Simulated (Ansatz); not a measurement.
Bi: stiffness from a series of strains

```
CELL_PARAMETERS angstrom
2.27300 1.31232 3.95400
-2.27300 1.31232 3.95400
0.00000 -2.62463 3.95400
ATOMIC_POSITIONS crystal
Bi 0.23389 0.23389 0.23389
Bi 0.76611 0.76611 0.76611
```

Atom numbers follow the list: Bi1, Bi2.

Structure: COD 9009658, as refined from experiment and not relaxed.

No spin–orbit coupling, which matters for the heavy atoms here.

All numbers below come from DFT, PBE, all-electron LAPW, scalar-relativistic in Ansatz 0.2.0.

The runs use a Γ-centred 11×11×11 k mesh, Fermi–Dirac smearing of 0.03 eV, basis error target 0.25 meV/atom, no spin polarisation.

The strain is applied along the Cartesian axes of the cell as listed (the other components stay zero). Fractional coordinates are held (clamped ions).

σ is the change of stress from the unstrained cell, which is at 1.79 GPa; tension is positive, so slopes are stress–strain coefficients at that pressure. In a metal the k mesh adds noise.

Only quantities that a quadratic follows smoothly over the whole series are listed; rougher ones are left out.

```
    εzz  σzz (GPa)  σxx (GPa)
-0.0300      -1.86      -1.28
-0.0200      -1.21      -0.83
 0.0000       0.00       0.00
 0.0100       0.57       0.38
 0.0200       1.12       0.74
 0.0300       1.65       1.08
```

**Question.** Fit the series and read off the stiffness at zero strain.

**Answer.** Least-squares fits y = p0 + p1 x + p2 x² to the rows give σzz (GPa): p1 = 58.4, p2 = -120; σxx (GPa): p1 = 39.3, p2 = -110. So C33 = 58 GPa and C13 = 39 GPa, for these axes.

**Question.** One run, at εzz = -0.0100, is withheld. Predict its row.

**Answer.** The fits give -0.60, -0.41; the run gave -0.59, -0.40.
